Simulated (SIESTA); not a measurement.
The system is CsPbCl3.

```
Pb Cs Cl
1.0
     5.60500    0.00000    0.00000
     0.00000    5.60500    0.00000
     0.00000    0.00000    5.60500
Pb Cs Cl
1 1 3
Cartesian
  2.8025 2.8025 2.8025
  0.0000 0.0000 0.0000
  2.8025 0.0000 2.8025
  0.0000 2.8025 2.8025
  2.8025 2.8025 0.0000
```

Base run:

| Item | Value |
| --- | --- |
| Program | SIESTA 5.4.2 |
| Functional | BLYP |
| Potentials or basis | PseudoDojo 0.4 standard (PBE files) |
| Basis | DZP (energy shift 0.003 Ry; two zetas on semicore shells; d shell added on Cs) |
| Grid cutoff | 800 Ry |
| Energy shift | 0.003 Ry |
| k mesh | 5 × 5 × 5 |
| Occupations | fermi-dirac, width 0.05 eV |
| Spin | no spin polarisation |

Its results: pressure 3.7 GPa.

Question: After a change of settings the same cell gave: pressure 2.1 GPa. Which change was it?
A. functional from BLYP to LDA; potentials or basis from PseudoDojo 0.4 standard (PBE files) to PseudoDojo 0.4 standard (LDA files)
B. functional from BLYP to PBE
C. functional from BLYP to vdW-DF-cx
D. functional from BLYP to PBEsol; potentials or basis from PseudoDojo 0.4 standard (PBE files) to PseudoDojo 0.4 standard (PBEsol files)

Answer: B.

PBE binds more tightly than BLYP, so the same cell stands under less pressure.

Caveats: the basis of atomic orbitals isn't converged, which shifts pressures, moduli and gaps; the potentials were made for another functional, which shifts forces and pressure (some runs).

Not every run made on this cell is shown here.
